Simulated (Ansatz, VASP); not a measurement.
## LiF: VASP beside Ansatz

File INCAR:

```
PREC = Accurate
ENCUT = 520
EDIFF = 1E-6
ISMEAR = -1
SIGMA = 0.03
LREAL = False
LASPH = True
NELM = 80
ALGO = Normal
ISIF = 2
LWAVE = False
LCHARG = True
GGA = PE
LELF = True
LVHAR = True
NBANDS = 12
```

Contents of KPOINTS:

```
regular mesh
0
Gamma
  10 10 10
```

Contents of POSCAR:

```
LiF
1.0
    0.0000000000      2.0072641637      2.0072641637
    2.0072641637      0.0000000000      2.0072641637
    2.0072641637      2.0072641637      0.0000000000
Li F
1 1
Direct
    0.0000000000      0.0000000000      0.0000000000
    0.5000000000      0.5000000000      0.5000000000
```

Input for Ansatz:

```yaml
crystal:
  lattice:
    - [0.0, 2.0072641637, 2.0072641637]
    - [2.0072641637, 0.0, 2.0072641637]
    - [2.0072641637, 2.0072641637, 0.0]
  atoms:
    - { symbol: Li, position: [0.0, 0.0, 0.0] }
    - { symbol: F, position: [0.5, 0.5, 0.5] }
kpoints:
  mp_grid: { grid: [10, 10, 10] }
  band_path:
    path:
      - [0.0, 0.0, 0.0]
      - [0.5, 0.0, 0.5]
      - [0.625, 0.25, 0.625]
      - [0.375, 0.375, 0.75]
      - [0.0, 0.0, 0.0]
      - [0.5, 0.5, 0.5]
      - [0.5, 0.25, 0.75]
      - [0.5, 0.0, 0.5]
    npoints: 5
scf:
  occupations: { method: fermi_dirac, width: 0.03 }
hamiltonian:
  xc: pbe
  pseudopotentials: { kind: all_electron, lapw: { basis_error: 0.001 } }
output:
  forces: true
  stress: true
  eigenvalues: true
```

Change from the starting cell: volume scaled by 0.99.

Alike in both runs: task single point; functional PBE; k mesh 10 × 10 × 10; occupations fermi-dirac, width 0.03 eV; no spin polarisation.

|  | VASP | Ansatz |
| --- | --- | --- |
| version | VASP 6.6.1 | Ansatz 0.2.0 |
| potentials or method | VASP PAW PBE potentials, release 64 (Li_sv, F) | all-electron LAPW, scalar-relativistic |
| plane-wave cutoff (eV) | 520 | see its input |

```csv
,VASP,Ansatz,Ansatz less VASP
gap on the k mesh at the Fermi level (eV),9.18,9.16,-0.028
```

Ansatz ran all-electron here, so the differences hold the error of VASP's frozen core and of both bases.

 A k mesh can miss the band edges.
